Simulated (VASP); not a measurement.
MgSe, 2 atoms in the cell. Symmetry: Fm-3m, No. 225, cubic system. The conventional cell has a = 5.451 Å, b = 5.451 Å, c = 5.451 Å, α = 90.00°, β = 90.00°, γ = 90.00°. Around Mg (site symmetry m-3m) lie 6 Se at 2.73 Å. Se (site symmetry m-3m) is surrounded by 6 Mg at 2.73 Å.  The cell isn't the ideal one: relaxed again under DFT PBEsol, scalar-relativistic, plane waves, PAW.

* Program: VASP 6.6.1
* Task: single point
* Functional: PBEsol
* Potentials or basis: VASP PAW PBE potentials, release 64 (Mg, Se)
* Cutoff: 520 eV
* k mesh: 8 × 8 × 8
* Occupations: gaussian, width 0.02 eV
* Spin: no spin polarisation
* Dipole correction: no
* Further INCAR settings: ALGO = Normal; EDIFF = 1e-06; NBANDS = 11

Potentials or basis: VASP PAW PBE potentials, release 64 (Mg, Se).

Run with:

```sh
$ cat potpaw_PBE.64/Mg/POTCAR potpaw_PBE.64/Se/POTCAR > POTCAR
$ mpirun -np 1 vasp_std > vasp.out
```

Hardware: 1 thread of Intel(R) Xeon(R) Platinum 8488C (Sapphire Rapids) (shared host).

**Question.** Estimate the wall time of this run.

**Answer.** Run time: 14 s on 1 thread of Intel(R) Xeon(R) Platinum 8488C (Sapphire Rapids), on a shared host, peak memory 0.17 GiB. Counts: scf iterations 12, k points 29.
